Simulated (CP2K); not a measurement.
The system is GaP.

```
Ga P
1.0
     3.85409    0.00000    0.00000
     1.92704    3.33774    0.00000
     1.92704    1.11258    3.14685
Ga P
1 1
Cartesian
  0.0000 0.0000 0.0000
  5.7811 3.3377 2.3601
```

Base run:

* Program: CP2K 2026.2
* Functional: PBE
* Potentials or basis: POTENTIAL_UZH Ga GTH-PBE-q13, P GTH-PBE-q5; TZVP-MOLOPT-PBE-GTH basis
* Density cutoff: 9184 eV
* k mesh: 8 × 8 × 8
* Occupations: fermi-dirac, width 0.05 eV
* Spin: no spin polarisation

Its results: band gap on the k mesh 1.66 eV, indirect (least direct gap 1.78 eV); pressure 3.0 GPa.

Question: The run is repeated on the same cell with these changes: functional from PBE to AM05. What comes out?

Answer: Band gap on the k mesh 1.57 eV, indirect (least direct gap 1.72 eV); pressure 0.5 GPa.

AM05 binds more tightly than PBE, so the same cell stands under less pressure.

Caveats: the basis of atomic orbitals isn't converged, which shifts pressures, moduli and gaps; the potentials were made for another functional, which shifts forces and pressure (some runs).

A k mesh can miss the band edges.

Not every run made on this cell is shown here.
